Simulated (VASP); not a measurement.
# GaP (F-43m) in VASP: settings compared

The runs below take GaP through relaxation of cell and atoms, with PBE+D3, PBE+D3(BJ), PBE+D4.

All numbers are computed with VASP 6.6.1; they aren't measurements. Logs are shortened: lines on timing, memory, paths and dates and some standing lists are left out, and cuts for length are marked.

**1. Starting point**

It takes space group F-43m (No. 216, cubic). Conventional cell: a = 5.451 Å, b = 5.451 Å, c = 5.451 Å, α = 90.00°, β = 90.00°, γ = 90.00°. Around Ga (site symmetry -43m) lie 4 P at 2.36 Å. P (site symmetry -43m) has 4 Ga at 2.36 Å as nearest neighbours.

**2. Relaxation of cell and atoms, PBE+D3**

The input, INCAR:

```
ALGO = Normal ; EDIFF = 1E-6
EDIFFG = -0.005 ; ENCUT = 600
GGA = PE ; IBRION = 2
ISIF = 3 ; ISMEAR = -1
IVDW = 11 ; LASPH = T
LCHARG = F ; LREAL = F
LWAVE = F ; NELM = 100
NSW = 60 ; PREC = Accurate
SIGMA = 0.05
```

The input, KPOINTS:

```
k-points
0
Gamma
  8 8 8
```

The input, POSCAR:

```
GaP
1.0
    0.0000000000      2.7252500000      2.7252500000
    2.7252500000      0.0000000000      2.7252500000
    2.7252500000      2.7252500000      0.0000000000
Ga P
1 1
Direct
    0.0000000000      0.0000000000      0.0000000000
    0.7500000000      0.7500000000      0.7500000000
```

Potentials or basis: VASP PAW PBE potentials, release 64 (Ga_d, P).

The run is started by

```console
> cat potpaw_PBE.64/Ga_d/POTCAR potpaw_PBE.64/P/POTCAR > POTCAR
> mpirun -np 1 vasp_std > vasp.out
```

OUTCAR:

```text
EDIFF = 1E-6
   EDIFFG = -0.005
   ENCUT = 600
   GGA = PE
   IBRION = 2
   ISIF = 3
   ISMEAR = -1
   IVDW = 11
   LASPH = T
   LREAL = F
   NELM = 100
   NSW = 60
   PREC = Accurate
 IVDW          = 11

 ion  position               nearest neighbor table
   1  0.000  0.000  0.000-   2 2.36   2 2.36   2 2.36   2 2.36
   2  0.750  0.750  0.750-   1 2.36   1 2.36   1 2.36   1 2.36

  LATTYP: Found a face centered cubic cell.
 ALAT       =     5.4505000000

  Lattice vectors:

 A1 = (   0.0000000000,   2.7252500000,   2.7252500000)
 A2 = (   2.7252500000,   0.0000000000,   2.7252500000)
 A3 = (   2.7252500000,   2.7252500000,   0.0000000000)

Analysis of symmetry for initial positions (statically):
=====================================================================
 Subroutine PRICEL returns:
 Original cell was already a primitive cell.

 Routine SETGRP: Setting up the symmetry group for a
 face centered cubic supercell.

 Subroutine GETGRP returns: Found 24 space group operations
 (whereof 24 operations were pure point group operations)
 out of a pool of 48 trial point group operations.

The static configuration has the point symmetry T_d .

Analysis of symmetry for dynamics (positions and initial velocities):
=====================================================================
 Subroutine PRICEL returns:
 Original cell was already a primitive cell.

 Routine SETGRP: Setting up the symmetry group for a
 face centered cubic supercell.

 Subroutine GETGRP returns: Found 24 space group operations
 (whereof 24 operations were pure point group operations)
 out of a pool of 48 trial point group operations.

The dynamic configuration has the point symmetry T_d .

 Subroutine INISYM returns: Found 24 space group operations
 (whereof 24 operations are pure point group operations),
 and found     1 'primitive' translations

----------------------------------------------------------------------------------------

                                     Primitive cell

  volume of cell :      40.4808

  direct lattice vectors                    reciprocal lattice vectors
     0.000000000  2.725250000  2.725250000    -0.183469406  0.183469406  0.183469406
     2.725250000  0.000000000  2.725250000     0.183469406 -0.183469406  0.183469406
     2.725250000  2.725250000  0.000000000     0.183469406  0.183469406 -0.183469406

  length of vectors
     3.854085511  3.854085511  3.854085511     0.317778334  0.317778334  0.317778334

  position of ions in fractional coordinates (direct lattice)
     0.000000000  0.000000000  0.000000000
     0.750000000  0.750000000  0.750000000

  ion indices of the primitive-cell ions
   primitive index   ion index
                 1           1
                 2           2

----------------------------------------------------------------------------------------

 KPOINTS: k-points

Automatic generation of k-mesh.
 Grid dimensions read from file:
 generate k-points for:    8    8    8

 Generating k-lattice:

  Cartesian coordinates                     Fractional coordinates (reciprocal lattice)
    -0.022933676  0.022933676  0.022933676     0.125000000  0.000000000  0.000000000
     0.022933676 -0.022933676  0.022933676     0.000000000  0.125000000  0.000000000
     0.022933676  0.022933676 -0.022933676     0.000000000  0.000000000  0.125000000

  Length of vectors
     0.039722292  0.039722292  0.039722292

  Shift w.r.t. Gamma in fractional coordinates (k-lattice)
     0.000000000  0.000000000  0.000000000

 Subroutine IBZKPT returns following result:
 ===========================================

 Found     29 irreducible k-points:

 Following reciprocal coordinates:
            Coordinates               Weight
  0.000000  0.000000  0.000000      1.000000
  0.125000  0.000000  0.000000      8.000000
  0.250000  0.000000  0.000000      8.000000
  0.375000  0.000000  0.000000      8.000000
  0.500000  0.000000  0.000000      4.000000
  0.125000  0.125000  0.000000      6.000000
[... 16 lines left out ...]
  0.500000  0.250000  0.125000     48.000000
 -0.375000  0.250000  0.125000     24.000000
 [... further k-points ...]
   k-points           NKPTS =     29   k-points in BZ     NKDIM =     29   number of bands    NBANDS=     13
   number of dos      NEDOS =    301   number of ions     NIONS =      2
   total plane-waves  NPLWV =  32768
   dimension x,y,z NGX =    32 NGY =   32 NGZ =   32
   dimension x,y,z NGXF=    64 NGYF=   64 NGZF=   64
   ions per type =               1   1
   NGX,Y,Z   is equivalent  to a cutoff of  13.80, 13.80, 13.80 a.u.
   NGXF,Y,Z  is equivalent  to a cutoff of  27.61, 27.61, 27.61 a.u.
 SYSTEM =  unknown system
   PREC   = accura    normal or accurate (medium, high low for compatibility)
   ISTART =      0    job   : 0-new  1-cont  2-samecut
   ICHARG =      2    charge: 1-file 2-atom 10-const
   ISPIN  =      1    spin polarized calculation?
   LNONCOLLINEAR =      F non collinear calculations
   LSORBIT =      F    spin-orbit coupling
   LASPH  =      T    aspherical Exc in radial PAW
   ENCUT  =  600.0 eV  44.10 Ry    6.64 a.u.   7.70  7.70  7.70*2*pi/ulx,y,z
   NELM   =    100;   NELMIN=  2; NELMDL= -5     # of ELM steps
   EDIFF  = 0.1E-05   stopping-criterion for ELM
   LREAL  =      F    real-space projection
   EDIFFG = -.5E-02   stopping-criterion for IOM
   NSW    =     60    number of steps for IOM
   IBRION =      2    ionic relax: 0-MD 1-quasi-New 2-CG
   NFREE  =      1    steps in history (QN), initial steepest desc. (CG)
   ISIF   =      3    stress and relaxation
   ISYM   =      2    0-nonsym 1-usesym 2-fastsym
   POTIM  = 0.5000    time-step for ionic-motion
   TEBEG  =    0.0;   TEEND  =   0.0 temperature during run
   PSTRESS=    0.0 pullay stress
   NELECT =      18.0000    total number of electrons
   NUPDOWN=      -1.0000    fix difference up-down
   EMIN   =  10.00;   EMAX   =-10.00  energy-range for DOS
   EFERMI =   0.00;   METHOD = LEGACY
   ISMEAR =    -1;   SIGMA  =   0.05  broadening in eV -4-tet -1-fermi 0-gaus
   EFERMI_NEDOS =   21; number of points for ismear=-14 and -15
   IALGO  =     38    algorithm
   IMIX   =      4    mixing-type and parameters
     AMIX     =   0.40;   BMIX     =  1.00
     AMIX_MAG =   1.60;   BMIX_MAG =  1.00
  volume/ion in A,a.u.               =      20.24       136.59
  Fermi-wavevector in a.u.,A,eV,Ry     =   1.249538  2.361284 21.243377  1.561344
  Thomas-Fermi vector in A             =   2.383574
   LORBIT       =      0    0 simple, 1 ext, 2 COOP (PROOUT), +10 PAW based schemes
   GGA     = PE    functional components
   LHFCALC =     F    Hartree Fock is set to
   AEXX    =    0.0000 exact exchange contribution
   IVDW    =    11    specifies the selected vdW correction
   LEPSILON=     F    determine dielectric tensor
   LRPA    =     F    only Hartree local field effects (RPA)
 conjugate gradient relaxation of ions
 non-spin polarized calculation
  energy-cutoff  :      600.00
  volume of cell :       40.48
 maximum number of plane-waves:      1365
   NGX = 15   NGY = 15   NGZ = 15

--------------------------------------- Ionic step        1  -------------------------------------------

 number of electron      18.0000003 magnetization

 Free energy of the ion-electron system (eV)
  ---------------------------------------------------
  ext. energy  EPLUGINS =         0.00000000
  ---------------------------------------------------
  free energy    TOTEN  =        -9.11605074 eV

  energy without entropy =       -9.11605074  energy(sigma->0) =       -9.11605074

------------------------ aborting loop because EDIFF is reached ----------------------------------------

 Edisp (eV)   -0.40040

 E8    (eV) :    -0.2291

  FORCE on cell =-STRESS in cart. coord.  units (eV):
  Direction    XX          YY          ZZ          XY          YZ          ZX
  --------------------------------------------------------------------------------------
  -------------------------------------------------------------------------------------
  Total       0.21278     0.21278     0.21278    -0.00000    -0.00000    -0.00000
  in kB       8.42140     8.42140     8.42140    -0.00000    -0.00000    -0.00000
  external pressure =        8.42 kB  Pullay stress =        0.00 kB

 VOLUME and BASIS-vectors are now :
 -----------------------------------------------------------------------------
  energy-cutoff  :      600.00
  volume of cell :       40.48
      direct lattice vectors                 reciprocal lattice vectors
     0.000000000  2.725250000  2.725250000    -0.183469406  0.183469406  0.183469406
     2.725250000  0.000000000  2.725250000     0.183469406 -0.183469406  0.183469406
     2.725250000  2.725250000  0.000000000     0.183469406  0.183469406 -0.183469406
[... 41 lines left out ...]
 POSITION                                       TOTAL-FORCE (eV/Angst)
 -----------------------------------------------------------------------------------
      2.73924      2.73924     -0.00000         0.000000      0.000000      0.000000
      4.10886      4.10886      4.10886        -0.000000     -0.000000     -0.000000
 -----------------------------------------------------------------------------------
    total drift:                               -0.000001     -0.000001     -0.000002

  FREE ENERGIE OF THE ION-ELECTRON SYSTEM (eV)
  ---------------------------------------------------
  free  energy   TOTEN  =        -9.5174276086 eV

  energy  without entropy=       -9.5174276055  energy(sigma->0) =       -9.51742761

--------------------------------------- Ionic step        3  -------------------------------------------

 number of electron      17.9999999 magnetization

 Free energy of the ion-electron system (eV)
  ---------------------------------------------------
  ext. energy  EPLUGINS =         0.00000000
  ---------------------------------------------------
  free energy    TOTEN  =        -9.12154511 eV

  energy without entropy =       -9.12154511  energy(sigma->0) =       -9.12154511

 E-fermi :   5.3332     XC(G=0):  -9.7832

 val. band max:        4.5420527827   @ k =   0.0000   0.0000   0.0000
 cond. band min:       6.1814934537   @ k =   0.5000   0.0000   0.0000
 fundamental gap:      1.6394406710
 Fermi energy:         5.3331995747

 k-point     1 :       0.0000    0.0000    0.0000
  band No.  band energies     occupation
      1      -9.9919      2.00000
      2      -9.9919      2.00000
      3      -9.9919      2.00000
      4      -9.8954      2.00000
      5      -9.8954      2.00000
      6      -7.8683      2.00000
      7       4.5421      2.00000
      8       4.5421      2.00000
      9       4.5421      2.00000
     10       6.2785      0.00000
     11       8.4339      0.00000
     12       8.4339      0.00000
     13       8.4339      0.00000

 k-point     2 :       0.1250    0.0000    0.0000
  band No.  band energies     occupation
      1     -10.0048      2.00000
      2      -9.9873      2.00000
      3      -9.9873      2.00000
      4      -9.8955      2.00000
      5      -9.8955      2.00000
      6      -7.6689      2.00000
      7       2.9155      2.00000
      8       4.3165      2.00000
      9       4.3165      2.00000
     10       6.9323      0.00000
     11       8.7790      0.00000
[... 339 lines left out ...]
 k-point    24 :      -0.3750    0.2500    0.1250
  band No.  band energies     occupation
      1     -10.0764      2.00000
      2      -9.9620      2.00000
      3      -9.9504      2.00000
      4      -9.9003      2.00000
      5      -9.8884      2.00000
      6      -5.4382      2.00000
      7      -1.8214      2.00000
      8       1.3894      2.00000
      9       2.6381      2.00000
     10       7.9671      0.00000
     11       8.8508      0.00000
     12      10.9698      0.00000
     13      12.4392      0.00000

 [... further k-points ...]

------------------------ aborting loop because EDIFF is reached ----------------------------------------

 Edisp (eV)   -0.39610

 E8    (eV) :    -0.2263

  FORCE on cell =-STRESS in cart. coord.  units (eV):
  Direction    XX          YY          ZZ          XY          YZ          ZX
  --------------------------------------------------------------------------------------
  -------------------------------------------------------------------------------------
  Total       0.00532     0.00532     0.00532     0.00000     0.00000     0.00000
  in kB       0.20818     0.20818     0.20818     0.00000     0.00000     0.00000
  external pressure =        0.21 kB  Pullay stress =        0.00 kB

 VOLUME and BASIS-vectors are now :
 -----------------------------------------------------------------------------
  energy-cutoff  :      600.00
  volume of cell :       40.92
      direct lattice vectors                 reciprocal lattice vectors
    -0.000000000  2.735143823  2.735143823    -0.182805743  0.182805743  0.182805743
     2.735143823 -0.000000000  2.735143823     0.182805743 -0.182805743  0.182805743
     2.735143823  2.735143823 -0.000000000     0.182805743  0.182805743 -0.182805743

 POSITION                                       TOTAL-FORCE (eV/Angst)
 -----------------------------------------------------------------------------------
      0.00000      0.00000      0.00000        -0.000000      0.000000      0.000000
      4.10272      4.10272      4.10272         0.000000     -0.000000     -0.000000
 -----------------------------------------------------------------------------------
    total drift:                               -0.000001     -0.000001     -0.000002

  FREE ENERGIE OF THE ION-ELECTRON SYSTEM (eV)
  ---------------------------------------------------
  free  energy   TOTEN  =        -9.5176426480 eV

  energy  without entropy=       -9.5176426450  energy(sigma->0) =       -9.51764265

 reached required accuracy - stopping structural energy minimisation
```

It took 32 s on 1 thread of AMD EPYC 7R13 (Zen 3), shared host; peak memory 0.17 GiB.

What came out:

```yaml
Free_energy: -9.5176 eV
Relaxed_volume: 20.46 Å³/atom
Relaxed_cell: a = 3.868 Å, b = 3.868 Å, c = 3.868 Å, α = 60.00°, β = 60.00°, γ = 60.00°
Space_group_after_relaxing_to_0.05_Å: F-43m (No. 216)
Energy_gained_by_relaxing: 0.6 meV/atom
Ionic_steps: 3
Pressure_after_relaxing: 0.0 GPa
Band_gap_on_the_k_mesh: 1.64 eV, indirect (least direct gap 1.74 eV)
Dispersion_energy_per_atom: -0.198 eV
```

Step by step:
| step | energy change (eV) | largest force (eV/Å) | pressure (GPa) | volume (Å³) |
| --- | --- | --- | --- | --- |
| 1 | 0.0000 | 0.0000 | 0.84 | 40.48 |
| 2 | -0.0010 | 0.0000 | -0.39 | 41.11 |
| 3 | -0.0012 | 0.0000 | 0.02 | 40.92 |

Final structure:
```
Ga P
1.0
     0.00000    2.73514    2.73514
     2.73514    0.00000    2.73514
     2.73514    2.73514    0.00000
Ga P
1 1
Direct
  0.00000 0.00000 0.00000
  0.75000 0.75000 0.75000
```

A k mesh can miss the band edges. As with any semilocal functional, this PBE gap is likely too small.

[end of part 1 of 2]
